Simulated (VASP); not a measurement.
# B (R-3m) in VASP: single point with PBE

Aim: the single point of B with PBE.

Program: VASP 6.6.1. These are calculated values, not measurements. Logs are shortened: lines on timing, memory, paths and dates and some standing lists are left out, and cuts for length are marked.

## Step 1: The undisturbed crystal

It takes space group R-3m (No. 166, trigonal). Conventional cell: a = 5.594 Å, b = 5.594 Å, c = 12.076 Å, α = 90.00°, β = 90.00°, γ = 120.00°. Around B (site symmetry -3m) lie 2 B at 1.44 Å. B (site symmetry m) is surrounded by 6 B at 1.60 to 1.80 Å. B (site symmetry m) is surrounded by 6 B at 1.71 to 1.81 Å. B (site symmetry 3m) is surrounded by 4 B at 1.44 to 1.60 Å.

## Step 2: Single point, PBE (ions relaxed at fixed cell)

File INCAR:

```
PREC = Accurate
ENCUT = 520
EDIFF = 1E-7
ISMEAR = -1
SIGMA = 0.05
LREAL = Auto
LASPH = True
NELM = 100
ALGO = Fast
ISIF = 2
LWAVE = False
LCHARG = False
GGA = PE
NBANDS = 36
```

File KPOINTS:

```
Automatic mesh
0
Gamma
  7 7 7
```

File POSCAR:

```
B
1.0
    2.7970008425      1.6148491893      4.0252000000
   -2.7970008425      1.6148491893      4.0252000000
    0.0000000000     -3.2296983787      4.0252000000
B
15
Direct
    0.5000000000      0.5000000000      0.5000000000
    0.8069714560      0.3021949276      0.8069714560
    0.8069714560      0.8069714560      0.3021949276
    0.3021949276      0.8069714560      0.8069714560
    0.1930285440      0.6978050724      0.1930285440
    0.6978050724      0.1930285440      0.1930285440
    0.1930285440      0.1930285440      0.6978050724
    0.0044595398      0.3327205114      0.0044595398
    0.0044595398      0.0044595398      0.3327205114
    0.3327205114      0.0044595398      0.0044595398
    0.9955404602      0.6672794886      0.9955404602
    0.6672794886      0.9955404602      0.9955404602
    0.9955404602      0.9955404602      0.6672794886
    0.6333190199      0.6333190199      0.6333190199
    0.3666809801      0.3666809801      0.3666809801
```

Potentials or basis: VASP PAW PBE potentials, release 64 (B).

Started as:

```
> cat potpaw_PBE.64/B/POTCAR > POTCAR
> mpirun -np 1 vasp_std > vasp.out
```

OUTCAR:

```text
PREC = Accurate
   ENCUT = 520
   EDIFF = 1E-7
   ISMEAR = -1
   LREAL = Auto
   LASPH = True
   NELM = 100
   ISIF = 2
   GGA = PE

 ion  position               nearest neighbor table
   1  0.500  0.500  0.500-  14 1.61  15 1.61
   2  0.807  0.302  0.807-  14 1.63   7 1.74   6 1.74  12 1.75  13 1.75   8 1.80
   3  0.807  0.807  0.302-  14 1.63   6 1.74   5 1.74  12 1.75  11 1.75   9 1.80
   4  0.302  0.807  0.807-  14 1.63   7 1.74   5 1.74  11 1.75  13 1.75  10 1.80
   5  0.193  0.698  0.193-  15 1.63   3 1.74   4 1.74  10 1.75   9 1.75  11 1.80
   6  0.698  0.193  0.193-  15 1.63   3 1.74   2 1.74   8 1.75   9 1.75  12 1.80
   7  0.193  0.193  0.698-  15 1.63   4 1.74   2 1.74  10 1.75   8 1.75  13 1.80
   8  0.004  0.333  0.004-  11 1.69   6 1.75   7 1.75   2 1.80   9 1.84  10 1.84
   9  0.004  0.004  0.333-  13 1.69   6 1.75   5 1.75   3 1.80  10 1.84   8 1.84
  10  0.333  0.004  0.004-  12 1.69   5 1.75   7 1.75   4 1.80   9 1.84   8 1.84
  11  0.996  0.667  0.996-   8 1.69   4 1.75   3 1.75   5 1.80  13 1.84  12 1.84
  12  0.667  0.996  0.996-  10 1.69   2 1.75   3 1.75   6 1.80  13 1.84  11 1.84
  13  0.996  0.996  0.667-   9 1.69   4 1.75   2 1.75   7 1.80  11 1.84  12 1.84
  14  0.633  0.633  0.633-   1 1.61   3 1.63   2 1.63   4 1.63
  15  0.367  0.367  0.367-   1 1.61   7 1.63   6 1.63   5 1.63

  LATTYP: Found a trigonal (rhomboedric) cell.
 ALAT       =     5.1607350888
 COS(alpha) =     0.4125213919

  Lattice vectors:

 A1 = (   2.7970008425,   1.6148491893,   4.0252000000)
 A2 = (  -2.7970008425,   1.6148491893,   4.0252000000)
 A3 = (   0.0000000000,  -3.2296983787,   4.0252000000)

Analysis of symmetry for initial positions (statically):
=====================================================================
 Subroutine PRICEL returns:
 Original cell was already a primitive cell.

 Routine SETGRP: Setting up the symmetry group for a
 trigonal (rhombohedral) supercell.

 Subroutine GETGRP returns: Found 12 space group operations
 (whereof 12 operations were pure point group operations)
 out of a pool of 12 trial point group operations.

The static configuration has the point symmetry D_3d.

Analysis of symmetry for dynamics (positions and initial velocities):
=====================================================================
 Subroutine PRICEL returns:
 Original cell was already a primitive cell.

 Routine SETGRP: Setting up the symmetry group for a
 trigonal (rhombohedral) supercell.

 Subroutine GETGRP returns: Found 12 space group operations
 (whereof 12 operations were pure point group operations)
 out of a pool of 12 trial point group operations.

The dynamic configuration has the point symmetry D_3d.

 Subroutine INISYM returns: Found 12 space group operations
 (whereof 12 operations are pure point group operations),
 and found     1 'primitive' translations

----------------------------------------------------------------------------------------

                                     Primitive cell

  volume of cell :     109.0846

  direct lattice vectors                    reciprocal lattice vectors
     2.797000843  1.614849189  4.025200000     0.178762906  0.103208812  0.082811620
    -2.797000843  1.614849189  4.025200000    -0.178762906  0.103208812  0.082811620
     0.000000000 -3.229698379  4.025200000     0.000000000 -0.206417624  0.082811620

  length of vectors
     5.160735089  5.160735089  5.160735089     0.222409532  0.222409532  0.222409532

  position of ions in fractional coordinates (direct lattice)
     0.500000000  0.500000000  0.500000000
     0.806971456  0.302194928  0.806971456
     0.806971456  0.806971456  0.302194928
     0.302194928  0.806971456  0.806971456
     0.193028544  0.697805072  0.193028544
     0.697805072  0.193028544  0.193028544
     0.193028544  0.193028544  0.697805072
     0.004459540  0.332720511  0.004459540
     0.004459540  0.004459540  0.332720511
     0.332720511  0.004459540  0.004459540
     0.995540460  0.667279489  0.995540460
     0.667279489  0.995540460  0.995540460
     0.995540460  0.995540460  0.667279489
     0.633319020  0.633319020  0.633319020
     0.366680980  0.366680980  0.366680980

  ion indices of the primitive-cell ions
   primitive index   ion index
                 1           1
                 2           2
                 3           3
[... 27 lines left out ...]

  Length of vectors
     0.031772790  0.031772790  0.031772790

  Shift w.r.t. Gamma in fractional coordinates (k-lattice)
     0.000000000  0.000000000  0.000000000

 Subroutine IBZKPT returns following result:
 ===========================================

 Found     44 irreducible k-points:

 Following reciprocal coordinates:
            Coordinates               Weight
  0.000000  0.000000  0.000000      1.000000
  0.142857 -0.000000 -0.000000      6.000000
  0.285714  0.000000 -0.000000      6.000000
  0.428571  0.000000 -0.000000      6.000000
  0.142857  0.142857 -0.000000      6.000000
  0.285714  0.142857 -0.000000     12.000000
[... 16 lines left out ...]
  0.285714  0.285714  0.142857      6.000000
  0.428571  0.285714  0.142857     12.000000
 [... further k-points ...]
   k-points           NKPTS =     44   k-points in BZ     NKDIM =     44   number of bands    NBANDS=     36
   number of dos      NEDOS =    301   number of ions     NIONS =     15
   total plane-waves  NPLWV =  64000
   dimension x,y,z NGX =    40 NGY =   40 NGZ =   40
   dimension x,y,z NGXF=    80 NGYF=   80 NGZF=   80
   ions per type =              15
   NGX,Y,Z   is equivalent  to a cutoff of  12.89, 12.89, 12.89 a.u.
   NGXF,Y,Z  is equivalent  to a cutoff of  25.77, 25.77, 25.77 a.u.
 SYSTEM =  unknown system
   PREC   = accura    normal or accurate (medium, high low for compatibility)
   ISTART =      0    job   : 0-new  1-cont  2-samecut
   ICHARG =      2    charge: 1-file 2-atom 10-const
   ISPIN  =      1    spin polarized calculation?
   LNONCOLLINEAR =      F non collinear calculations
   LSORBIT =      F    spin-orbit coupling
   LASPH  =      T    aspherical Exc in radial PAW
   ENCUT  =  520.0 eV  38.22 Ry    6.18 a.u.   9.60  9.60  9.60*2*pi/ulx,y,z
   NELM   =    100;   NELMIN=  2; NELMDL= -5     # of ELM steps
   EDIFF  = 0.1E-06   stopping-criterion for ELM
   LREAL  =      T    real-space projection
   EDIFFG = 0.1E-05   stopping-criterion for IOM
   NSW    =      0    number of steps for IOM
   IBRION =     -1    ionic relax: 0-MD 1-quasi-New 2-CG
   NFREE  =      0    steps in history (QN), initial steepest desc. (CG)
   ISIF   =      2    stress and relaxation
   ISYM   =      2    0-nonsym 1-usesym 2-fastsym
   POTIM  = 0.5000    time-step for ionic-motion
   TEBEG  =    0.0;   TEEND  =   0.0 temperature during run
   PSTRESS=    0.0 pullay stress
   NELECT =      45.0000    total number of electrons
   NUPDOWN=      -1.0000    fix difference up-down
   EMIN   =  10.00;   EMAX   =-10.00  energy-range for DOS
   EFERMI =   0.00;   METHOD = LEGACY
   ISMEAR =    -1;   SIGMA  =   0.05  broadening in eV -4-tet -1-fermi 0-gaus
   EFERMI_NEDOS =   21; number of points for ismear=-14 and -15
   IALGO  =     68    algorithm
   IMIX   =      4    mixing-type and parameters
     AMIX     =   0.40;   BMIX     =  1.00
     AMIX_MAG =   1.60;   BMIX_MAG =  1.00
  volume/ion in A,a.u.               =       7.27        49.08
  Fermi-wavevector in a.u.,A,eV,Ry     =   1.218684  2.302980 20.207258  1.485192
  Thomas-Fermi vector in A             =   2.353962
   LORBIT       =      0    0 simple, 1 ext, 2 COOP (PROOUT), +10 PAW based schemes
   GGA     = PE    functional components
   LHFCALC =     F    Hartree Fock is set to
   AEXX    =    0.0000 exact exchange contribution
   IVDW    =     0    specifies the selected vdW correction
   LEPSILON=     F    determine dielectric tensor
   LRPA    =     F    only Hartree local field effects (RPA)
 non-spin polarized calculation
 RMM-DIIS sequential band-by-band and
  energy-cutoff  :      520.00
  volume of cell :      109.08
 maximum number of plane-waves:      2979
   NGX = 19   NGY = 19   NGZ = 19

 number of electron      45.0000000 magnetization

 Free energy of the ion-electron system (eV)
  ---------------------------------------------------
  ext. energy  EPLUGINS =         0.00000000
  ---------------------------------------------------
  free energy    TOTEN  =       -96.75619949 eV

  energy without entropy =      -96.72142892  energy(sigma->0) =      -96.73881420

 E-fermi :   4.8189     XC(G=0): -11.5271

 val. band max:        4.8134251770   @ k =  -0.2857  -0.2857   0.1429
 cond. band min:       4.8483715426   @ k =   0.4286   0.1429  -0.0000
 fundamental gap:      0.0349463657
 Fermi energy:         4.8188777356

 k-point     1 :       0.0000    0.0000    0.0000
  band No.  band energies     occupation
      1     -10.3231      2.00000
      2      -5.3768      2.00000
      3      -5.3612      2.00000
      4      -5.3612      2.00000
      5      -5.1205      2.00000
      6      -3.0005      2.00000
[... 877 lines left out ...]
     33      13.9957      0.00000
     34      14.0780      0.00000

 [... further k-points ...]

 [bands above 34 left out]

------------------------ aborting loop because EDIFF is reached ----------------------------------------

  FORCE on cell =-STRESS in cart. coord.  units (eV):
  Direction    XX          YY          ZZ          XY          YZ          ZX
  --------------------------------------------------------------------------------------
  -------------------------------------------------------------------------------------
  Total       16.3085973     16.3085973      2.1710525      0.0000000     -0.0000000      0.0000000
  in kB      239.5322042    239.5322042     31.8872913      0.0000000     -0.0000000      0.0000000
  external PRESSURE =     170.3172332 kB  Pullay stress =       0.0000000 kB

 VOLUME and BASIS-vectors are now :
 -----------------------------------------------------------------------------
  energy-cutoff  :      520.00
  volume of cell :      109.08
      direct lattice vectors                 reciprocal lattice vectors
     2.797000843  1.614849189  4.025200000     0.178762906  0.103208812  0.082811620
    -2.797000843  1.614849189  4.025200000    -0.178762906  0.103208812  0.082811620
     0.000000000 -3.229698379  4.025200000     0.000000000 -0.206417624  0.082811620

 POSITION                                       TOTAL-FORCE (eV/Angst)
 -----------------------------------------------------------------------------------
      0.00000     -0.00000      6.03780         0.000000      0.000000      0.000000
      1.41186     -0.81514      7.71284        -0.010079      0.005819      0.004250
      0.00000      1.63028      7.71284         0.000000     -0.011639      0.004250
     -1.41186     -0.81514      7.71284         0.010079      0.005819      0.004250
     -1.41186      0.81514      4.36276         0.010079     -0.005819     -0.004250
      1.41186      0.81514      4.36276        -0.010079     -0.005819     -0.004250
      0.00000     -1.63028      4.36276         0.000000      0.011639     -0.004250
     -0.91815      0.53009      1.37517        -0.003463      0.001999      0.003524
      0.00000     -1.06018      1.37517         0.000000     -0.003998      0.003524
      0.91815      0.53009      1.37517         0.003463      0.001999      0.003524
      0.91815     -0.53009     10.70043         0.003463     -0.001999     -0.003524
     -0.91815     -0.53009     10.70043        -0.003463     -0.001999     -0.003524
      0.00000      1.06018     10.70043         0.000000      0.003998     -0.003524
      0.00000     -0.00000      7.64771         0.000000     -0.000000      0.009971
      0.00000     -0.00000      4.42789         0.000000      0.000000     -0.009971
 -----------------------------------------------------------------------------------
    total drift:                               -0.000000      0.000000      0.000000

  FREE ENERGIE OF THE ION-ELECTRON SYSTEM (eV)
  ---------------------------------------------------
  free  energy   TOTEN  =       -96.7561994875 eV

  energy  without entropy=      -96.7214289180  energy(sigma->0) =      -96.73881420
```

It took 4.9 min on 1 thread of Intel Xeon Platinum 8488C (Sapphire Rapids), shared host; peak memory 0.28 GiB.

Results:

* Free energy: -96.7562 eV
* Pressure: 17.0 GPa
* Largest force: 0.012 eV/Å
* Band gap on the k mesh: none (metal or under the smearing width)

Forces on the atoms (eV/Å):
```
B    0.000  0.000  0.000
B   -0.010  0.006  0.004
B    0.000 -0.012  0.004
B    0.010  0.006  0.004
B    0.010 -0.006 -0.004
B   -0.010 -0.006 -0.004
B    0.000  0.012 -0.004
B   -0.003  0.002  0.004
B    0.000 -0.004  0.004
B    0.003  0.002  0.004
B    0.003 -0.002 -0.004
B   -0.003 -0.002 -0.004
B    0.000  0.004 -0.004
B    0.000  0.000  0.010
B    0.000  0.000 -0.010
```

Caveat: so large a pressure means that the cell lies far from this level's equilibrium, or that cutoff or potentials fall short.
